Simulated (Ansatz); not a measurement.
Input of an Ansatz 0.2.0 run:

The input input.yaml:

```yaml
crystal:
  lattice:
    - [3.249308, 0.0, 0.0]
    - [-1.624654, 2.8139832727, 0.0]
    - [0.0, 0.0, 5.205709]
  atoms:
    - { symbol: Zn, position: [0.6666666667, 0.3333333333, 0.0] }
    - { symbol: Zn, position: [0.3333333333, 0.6666666667, 0.5] }
    - { symbol: O, position: [0.3333333333, 0.6666666667, 0.87901] }
    - { symbol: O, position: [0.6666666667, 0.3333333333, 0.37901] }
hamiltonian:
  xc: pbesol
  pseudopotentials: { kind: paw }
kpoints:
  mp_grid: { grid: [7, 7, 4] }
scf:
  occupations: { method: fixed }
output:
  forces: true
  stress: true
elastic:
  mode: clamped_ion
  stencil: two_point
```

Potentials or basis: Ansatz PAW.

The run is started by

```console
$ ansatz run input.yaml --threads 2 --pin off --max-ram 5632MiB --backend cpu --events-out ev --progress --plain --runs-dir out
```

Task: Predict the Voigt bulk modulus.

Result: 138 GPa.

Task: What does it give for the band gap on the k mesh?

Result: 0.70 eV, direct.

Forces on the atoms (eV/Å):
```
Zn   0.000  0.000 -0.062
Zn   0.000  0.000 -0.062
O    0.000  0.000  0.062
O    0.000  0.000  0.062
```

Caveat: odd divisions of the mesh miss points on the zone boundary, where band edges often lie, so the gap on the mesh can be too wide; the pressure holds a Pulay correction of +0.8 GPa for the finite cutoff; the PAW data sets come from PBE, with cores solved anew for the run's functional, which leaves a small shift of forces and pressure.

**The experiment to reproduce.**

From “Electronic structure of alkaline earth and post-transition metal oxides”, 2009, arxiv:0908.1581, for a bulk crystal of ZnO: band gap 3.37 eV.

A measured gap of ZnO is 3.37 eV (quoted in “Electronic structure of alkaline earth and post-transition metal oxides”, 2009, arxiv:0908.1581); the calculated 0.70 eV misses it by -2.67 eV. So large a miss can be the level of theory's own, or it may mean another phase, state or a wrong row. The value is that of PBEsol, without temperature or zero-point motion. Semilocal functionals fall short of measured gaps as a rule.
